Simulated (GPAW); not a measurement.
# SrCl2 and the effect of the functional

It takes space group Fm-3m (No. 225, cubic). The conventional cell has a = 6.977 Å, b = 6.977 Å, c = 6.977 Å, α = 90.00°, β = 90.00°, γ = 90.00°. Sr (site symmetry m-3m) is surrounded by 8 Cl at 3.02 Å. Cl (site symmetry -43m) has 4 Sr at 3.02 Å as nearest neighbours.

Kept alike: task band structure; k mesh 7 × 7 × 7; occupations fermi-dirac, width 0.05 eV; no spin polarisation. Program: GPAW, potentials by row: the program's PAW data sets (release 1.2.1) made for this functional (LDA); GPAW PAW data sets (gpaw-data 1.2.1) (PBE, r2SCAN); PAW data sets generated for this functional (PBEsol), cutoff 600 eV. The mesh is that of the run's cell of 3 atoms. No spin-orbit coupling.

| run | band gap (eV) | pressure (GPa) |
| --- | --- | --- |
| A | 5.971 | 0.29 |
| B | 5.144 | -0.99 |
| C | 4.881 | -2.78 |
| D | 5.343 | 1.05 |

Pressure is positive in compression; the values hold the error of the finite cutoff, so their zero can differ a little from the energy's minimum. Gaps are the smaller of the mesh's and the band path's.

Problem. The runs differ in the functional (and the potentials named above) alone: LDA; PBE; PBEsol; r2SCAN. Which run is which?

Solution. Run A is r2SCAN; run B is PBEsol; run C is LDA; run D is PBE. The band gap runs from 4.881 (LDA) to 5.971 eV (r2SCAN). From PBE: LDA -0.462; PBEsol -0.199; r2SCAN +0.628. The pressure runs from -2.78 (LDA) to 1.05 GPa (PBE). From PBE: LDA -3.83; PBEsol -2.04; r2SCAN -0.76. A positive pressure means that the functional's own cell is larger than the one given, a negative one that it is smaller.
